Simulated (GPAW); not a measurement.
A run of GPAW 26.7.0:

Contents of run.py:

```python
from ase import Atoms
from ase.calculators.mixing import SumCalculator
from ase.filters import FrechetCellFilter
from ase.io import write
from ase.optimize import BFGS
from dftd4.ase import DFTD4
from gpaw import GPAW, PW, setup_paths

setup_paths.insert(0, '.')

atoms = Atoms(['Ge'],
              cell=[[1.397149, -2.600516, 0.0],
                    [1.397149, 2.600516, 0.0],
                    [0.0, 0.0, 2.698231]],
              scaled_positions=[[0.5, 0.5, 0.0]],
              pbc=True)

calc = GPAW(mode=PW(600),
            xc='PBEsol',
            kpts={'size': (11, 11, 10), 'gamma': True},
            occupations={'name': 'fermi-dirac', 'width': 0.05},
            nbands=8,
            convergence={'density': 1e-05, 'forces': 0.0001},
            maxiter=150,
            txt='gpaw.txt')
atoms.calc = SumCalculator([calc, DFTD4(method='pbesol')])
opt = BFGS(FrechetCellFilter(atoms), trajectory='relax.traj', logfile='-')
done = opt.run(fmax=0.02, steps=60)
calc.write('gs.gpw')
write('result.traj', atoms)
print('Converged:', done)
print('Cell:', atoms.cell.cellpar().round(4))
print('Volume:', round(atoms.get_volume(), 4))
print(atoms.get_scaled_positions().round(5))
```

Potentials or basis: PAW data sets generated in the run's folder for this functional, pw.

Command:

```bash
$ gpaw-setup -f PBEsol Ge
$ OMP_NUM_THREADS=1 python run.py
```

Hardware: 1 thread of Arm Neoverse V1 (shared host).

Task: Estimate the wall time of this run.

Result: It took 2.2 min on 1 thread of Arm Neoverse V1, with other jobs on the host, peak memory 0.23 GiB. Counts: scf iterations 67, plane waves 671, bands 8, k points 216, ion steps 8.
